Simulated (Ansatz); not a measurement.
# MgSe (Fm-3m): volume and gaps against pressure

```xyz
2
Lattice="2.7361 2.7361 0.0000 -2.7361 2.7361 0.0000 0.0000 2.7361 2.7361" Properties=species:S:1:pos:R:3 pbc="T T T"
Mg    0.0000    0.0000    0.0000
Se    0.0000    2.7361    0.0000
```

This is the zero-pressure cell under r²SCAN. Cell and atoms are relaxed by PAW (default files of Ansatz 0.2.0, cutoff 500 eV, stress met within about 0.05 GPa) at each pressure, in this structure whether or not another phase would take over; P is the pressure reached, less that of this cell. Levels come from r²SCAN, PAW on Ansatz 0.2.0's default frozen-core files (fitted under PBE), scalar-relativistic; k mesh 8×8×8, fixed occupations, cutoff 500 eV. Conduction levels are in eV over the valence top (at Γ), at fixed fractional wave vectors. Zone-centre phonons come from finite displacements by PAW, without the LO-TO term.

```tsv
P (GPa)	V/V₀	X	Γ	L	T1u TO (cm⁻¹)
-2.02	1.0331	2.420	3.212	4.471	163.1
0.00	1.0000	2.478	3.439	4.517	182.5
1.97	0.9723	2.526	3.643	4.555	198.9
4.00	?	?	?	?	?
6.97	0.9158	2.628	4.105	4.634	233.4
9.99	0.8883	2.679	4.356	4.672	251.1
15.01	0.8498	2.751	4.736	4.724	276.7
```

Question: Fit the third-order Birch-Murnaghan equation to the rows shown.

Answer: With f = [(V₀/V)^(2/3) − 1]/2, the normalised pressure F = P/[3f(1 + 2f)^(5/2)] is 66.1 GPa at f = -0.0107, 66.4 GPa at f = 0.0094, 66.5 GPa at f = 0.0302, 66.5 GPa at f = 0.0411, 66.6 GPa at f = 0.0573. The line F = B₀[1 + (3/2)(B′ − 4)f] gives B₀ = 66.2 GPa and B′ = 4.1.

Question: What are the volume deformation potentials and pressure coefficients of these levels at zero pressure?

Answer: 

| level | dE/dlnV (eV) | dE/dP = −(dE/dlnV)/B₀ (meV/GPa) | mean slope up to 2.0 GPa (meV/GPa) |
| --- | --- | --- | --- |
| X | -1.75 | 26.5 | 24.8 |
| Γ | -7.14 | 107.8 | 103.6 |
| L | -1.39 | 21.0 | 19.6 |

dE/dlnV is the slope of a cubic fit in ln V at V₀. The last column is read from two rows and shows how the slope bends with pressure.

Question: What mode Grüneisen parameters follow?

Answer: γ = −d ln ω/d ln V at V₀ from a quadratic fit in ln V: T1u 3.18.

Question: Fill the row at 4.00 GPa.

Answer: The fits give V/V₀ = 0.9473 and X = 2.571 eV. Computed: V/V₀ = 0.9474, X = 2.571, Γ = 3.840, L = 4.590, T1u TO (cm⁻¹) = 213.9.

Known limits: no other phase was computed; many crystals of this kind change structure within this range, and rows or crossings beyond such a change describe a metastable lattice; frozen-core PAW files fitted under PBE, their cores solved anew for the functional of the run; no spin-orbit coupling on heavy atoms; semilocal gaps are low, and the spacing of valleys can be off by tenths of an eV; levels are read at fixed fractional k, so an edge that moves off these points is missed.
